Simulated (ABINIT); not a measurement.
SiC:

```
Si C
1.0
     3.07569    0.00000    0.00000
    -1.53785    2.66363    0.00000
     0.00000    0.00000   10.07065
Si C
4 4
Direct
  0.00000 0.00000 0.18789
  0.00000 0.00000 0.68789
  0.33333 0.66667 0.43784
  0.66667 0.33333 0.93784
  0.00000 0.00000 0.00046
  0.00000 0.00000 0.50046
  0.33333 0.66667 0.24980
  0.66667 0.33333 0.74980
```

The cell is a database's computed one.

Base run:

```yaml
Program: ABINIT 10.8.3 (patched build)
Functional: HCTH407
Potentials_or_basis: JTH PAW PBE v2.0
Cutoff: 544 eV
k_mesh: 10 × 10 × 3
Occupations: fermi-dirac, width 0.05 eV
Spin: no spin polarisation
```

Its results: band gap on the k mesh 2.56 eV, indirect (least direct gap 3.71 eV); pressure 0.5 GPa; largest force 0.018 eV/Å.

Question: The run is repeated on the same cell with these changes: functional from HCTH407 to RPBE. What comes out?

Answer: Band gap on the k mesh 2.25 eV, indirect (least direct gap 3.39 eV); pressure 6.3 GPa; largest force 0.008 eV/Å.

Caveats: the PAW data sets were made with another functional, which shifts forces and pressure a little.

Not every run made on this cell is shown here.
